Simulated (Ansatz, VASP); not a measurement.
## One calculation of HfS2, two programs

The input INCAR:

```
PREC     = Accurate       # precision mode
ENCUT    = 520            # plane-wave cutoff, eV
EDIFF    = 1E-7           # SCF threshold, eV
ISMEAR   = -1             # smearing method
SIGMA    = 0.05           # smearing width, eV
LREAL    = F              # projectors in reciprocal space
LASPH    = T              # aspherical terms in the spheres
NELM     = 60             # most SCF steps
ALGO     = Normal         # electronic algorithm
ISIF     = 2              # what is computed and relaxed
LWAVE    = F              # write WAVECAR
LCHARG   = F              # write CHGCAR
GGA      = PE             # functional
NBANDS   = 18             # bands
```

The input KPOINTS:

```
regular mesh
0
Gamma
  8 8 5
```

File POSCAR:

```
HfS2
1.0
    3.6637686188      0.0000000000      0.0000000000
   -1.8318843094      3.1729166974      0.0000000000
    0.0000000000      0.0000000000      6.0956667015
Hf S
1 2
Direct
    0.0000000000      0.0000000000      0.0000000000
    0.3333333333      0.6666666667      0.2360479500
    0.6666666667      0.3333333333      0.7639520500
```

The input input.yaml:

```yaml
crystal:
  lattice:
    - [3.6637686188, 0.0, 0.0]
    - [-1.8318843094, 3.1729166974, 0.0]
    - [0.0, 0.0, 6.0956667015]
  atoms:
    - { symbol: Hf, position: [0.0, 0.0, 0.0] }
    - { symbol: S, position: [0.3333333333, 0.6666666667, 0.23604795] }
    - { symbol: S, position: [0.6666666667, 0.3333333333, 0.76395205] }
hamiltonian:
  xc: pbe
  pseudopotentials: { kind: paw }
kpoints:
  mp_grid: { grid: [8, 8, 5] }
scf:
  occupations: { method: fermi_dirac, width: 0.05 }
output:
  forces: true
  stress: true
  eigenvalues: true
```

Change from the starting cell: volume scaled by 1.02.

Alike in both runs: task single point; functional PBE; k mesh 8 × 8 × 5; occupations fermi-dirac, width 0.05 eV; no spin polarisation.

```csv
,VASP,Ansatz
version,VASP 6.6.1,Ansatz 0.2.0
potentials or method,"VASP PAW PBE potentials, release 64 (Hf_pv, S)",Ansatz PAW
plane-wave cutoff (eV),520,420
valence electrons in the cell,22,38
```

VASP gave:

- gap on the k mesh at the Fermi level (eV): 1.24
- least direct gap on the mesh (eV): 1.94
- pressure (GPa): -0.6
- largest component of the traceless stress (GPa): 0.85
- rms of the force components (eV/Å): 0.042

Q: Which values does Ansatz return?

A: gap on the k mesh at the Fermi level (eV): 1.22; least direct gap on the mesh (eV): 1.93; pressure (GPa): 0.0; largest component of the traceless stress (GPa): 0.76; rms of the force components (eV/Å): 0.010.

Atom by atom the forces differ by 0.031 eV/Å (rms over components). The two sets of potentials don't hold the same shells in valence.

Caveats: spin-orbit coupling is left out, which moves the levels of the heavy elements; this functional lacks dispersion, which binds the layers, so the pressure and a relaxed spacing across them are unreliable; an odd mesh through Γ misses points on the zone boundary, where band edges often lie (VASP); odd divisions of the mesh miss points on the zone boundary, where band edges often lie, so the gap on the mesh can be too wide (Ansatz).
